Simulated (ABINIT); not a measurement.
The system is TiSi2.

```
Ti Si
1.0
    -1.47287    1.71213    4.21208
     1.47287   -1.71213    4.21208
     1.47287    1.71213   -4.21208
Ti Si
1 2
Direct
  0.00000 0.00000 0.00000
  0.67008 0.67008 0.00000
  0.32992 0.32992 0.00000
```

The cell comes from a database or a generator and needn't be the stable form of this composition.

| Item | Value |
| --- | --- |
| Program | ABINIT 10.8.3 (patched build) |
| Task | relaxation of cell and atoms |
| Functional | PBEsol |
| Potentials or basis | JTH PAW PBE v2.0 |
| Cutoff | 408 eV |
| k mesh | 10 × 10 × 10 |
| Occupations | fermi-dirac, width 0.05 eV |
| Spin | no spin polarisation |

At the start: pressure -3.4 GPa; volume 14.16 Å³/atom.

Task: Where does the relaxation end?

Result: Over 10 steps the energy falls by 3.9 meV/atom and the volume is 13.83 Å³/atom (-2.3 %); space group Immm (No. 71, to 0.05 Å).

The path:
```
step  energy change (eV)  largest force (eV/Å)  pressure (GPa)  volume (Å³)
   1              0.0000                0.0985           -3.40        42.49
   2             -0.0076                0.0814           -1.96        42.05
   3             -0.0114                0.0513            0.10        41.46
   4             -0.0114                0.0471            0.05        41.47
   5             -0.0117                0.0088           -0.09        41.51
   6             -0.0117                0.0028           -0.03        41.50
   7             -0.0117                0.0017            0.03        41.48
   8             -0.0117                0.0024            0.04        41.48
   9             -0.0117                0.0010            0.01        41.49
  10             -0.0117                0.0004            0.00        41.49
```

Final structure:
```
Ti Si
1.0
    -1.45932    1.70055    4.17966
     1.45932   -1.70055    4.17966
     1.45932    1.70055   -4.17966
Ti Si
1 2
Direct
  0.00000 0.00000 0.00000
  0.66897 0.66897 0.00000
  0.33103 0.33103 0.00000
```

Caveat: the PAW data sets were made with another functional, which shifts forces and pressure a little.
